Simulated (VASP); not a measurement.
Runs of VASP 6.6.1 on GaAs. It takes space group F-43m (No. 216, cubic). Conventional cell: a = 5.666 Å, b = 5.666 Å, c = 5.666 Å, α = 90.00°, β = 90.00°, γ = 90.00°. Around Ga (site symmetry -43m) lie 4 As at 2.45 Å. As (site symmetry -43m) has 4 Ga at 2.45 Å as nearest neighbours. 

```tsv
level	k mesh	exchange at q = 0	grid for exact exchange (PRECFOCK)	share of exact exchange	screening parameter	mesh quality	gap on the mesh (eV)	pressure (GPa)
PBE-based screened hybrid	4 × 4 × 4	truncated	Normal	0.4	0.1	coarse	2.58	(b)
PBEsol	6 × 6 × 6	-	-	-	-	not flagged	0.40	-0.2
PBE-based screened hybrid	4 × 4 × 4	truncated	Normal	0.35	0.2078	coarse	(a)	-0.2
HSE06	4 × 4 × 4	truncated	Normal	-	0.2079 1/A	coarse	1.41	0.8
```

Alike in all rows: task single point; potentials or basis VASP PAW PBE potentials, release 64 (Ga_d, As); no spin polarisation; cell as given; cutoff (eV) 520; smearing gaussian 0.01 eV.

Question: Estimate the missing entries.

Answer: (a) 1.83; (b) -1.1.

Caveats: some runs use coarse meshes; the PAW data sets were made with another functional, which shifts forces and pressure a little.

A k mesh can miss the band edges, and the runs leave out spin-orbit coupling on As, Ga.
